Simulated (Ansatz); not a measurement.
Task: a scan of the Hubbard U of IrO2, space group P4_2/mnm, with Ansatz 0.2.0 through its Python package. Give the script and its output. Use (first run): PBE, PAW, the default cutoff (420 eV here), 5×5×7 k-points, cold smearing of 0.05 eV.

```yaml
crystal:
  lattice:
    - [4.50510, 0.00000, 0.00000]
    - [0.00000, 4.50510, 0.00000]
    - [0.00000, 0.00000, 3.15860]
  atoms:
    - { symbol: Ir, position: [0.00000, 0.00000, 0.00000] }
    - { symbol: Ir, position: [0.50000, 0.50000, 0.50000] }
    - { symbol: O, position: [0.30770, 0.30770, 0.00000] }
    - { symbol: O, position: [0.19230, 0.80770, 0.50000] }
    - { symbol: O, position: [0.69230, 0.69230, 0.00000] }
    - { symbol: O, position: [0.80770, 0.19230, 0.50000] }
```

Script `plus_u_iro2.py`:
```python
# -*- coding: utf-8 -*-
"""How the states of IrO2 follow the Hubbard U."""

import ansatz
import numpy as np


def count_gap(report):
    # lowest empty less highest filled band, counting bands; zero where they overlap
    return max(report.get("gap_by_band_count_ev") or 0.0, 0.0)

lattice = ansatz.Lattice.of(
    [4.5051, 0.0, 0.0],
    [0.0, 4.5051, 0.0],
    [0.0, 0.0, 3.1586],
)
sites = [
    ("Ir", [0.0, 0.0, 0.0]),
    ("Ir", [0.5, 0.5, 0.5]),
    ("O", [0.3077, 0.3077, 0.0]),
    ("O", [0.1923, 0.8077, 0.5]),
    ("O", [0.6923, 0.6923, 0.0]),
    ("O", [0.8077, 0.1923, 0.5]),
]
iro2 = ansatz.Crystal(lattice=lattice)
for symbol, position in sites:
    iro2 = iro2.atom(symbol, position)

base = iro2.calculation()
base = base.kpoints(5, 5, 7)
base = base.functional("pbe")
base = base.scf(tolerance=1e-09)
base = base.occupations("cold", width=0.05)
base = base.band_table()
rows = []
for u in [0.0, 2.0, 4.0, 6.0]:
    report = base.hubbard("Ir", "d", u_eff=u).run(threads=1).report
    shell = report["hubbard"]["n_scf"]
    rows.append((u, count_gap(report), sum(shell) / len(shell), report["n_iterations"]))
for row in rows:
    print("; ".join(f"{name} = {round(v, 4) if isinstance(v, float) else v}" for name, v in zip(["U_eff eV", "gap by band count eV", "Ir d occupation (projector)", "iterations"], row)))
print("eigenvalues of the first occupation matrix at the last U, by spin:")
for channel in report["hubbard"]["n_eig"][0]:
    print("  ", " ".join(f"{n:.3f}" for n in channel))
```

```console
$ python plus_u_iro2.py
DeckWarning: basis.ecutwfc = 420 eV, auto-derived from the records' recommended cutoffs: set by Ir (normal level)
U_eff eV = 0.0; gap by band count eV = 0.0; Ir d occupation (projector) = 7.0694; iterations = 10
U_eff eV = 2.0; gap by band count eV = 0.0; Ir d occupation (projector) = 7.0864; iterations = 10
U_eff eV = 4.0; gap by band count eV = 0.0; Ir d occupation (projector) = 7.0998; iterations = 10
U_eff eV = 6.0; gap by band count eV = 0.0; Ir d occupation (projector) = 7.1098; iterations = 10
eigenvalues of the first occupation matrix at the last U, by spin:
   0.384 0.407 0.850 0.930 0.984
```
(Warnings from the package without file and line.)

What to keep in mind:
- The run is spin-unpolarised.
- The mesh is modest for a metal, so energies can be off by several to tens of meV an atom and pressures by half a GPa or more; differences at equal mesh fare better.
- A gap by band count of zero or less means overlapping bands, a metal.
- A Hubbard U without spin forces both spins into the same orbitals, which can open a gap or pick a state that a spin-polarised run wouldn't.
- The structure is a deposited one; some such entries were measured under pressure or heat, so a shift against it needn't be the functional's error alone.
- Gaps and levels are Kohn-Sham values on a finite set of k-points, without spin-orbit coupling.
- Shell occupations and the effect of U depend on the projectors; a run with no .spin step is spin-unpolarised, and each U may end in a state that isn't the lowest.
- Finished in 12 s on 1 thread of Intel(R) Xeon(R) Processor @ 2.30GHz, on a shared host, peak memory 0.52 GiB.

(A comment or docstring line of the script was reworded after the run, the code is as it ran.)
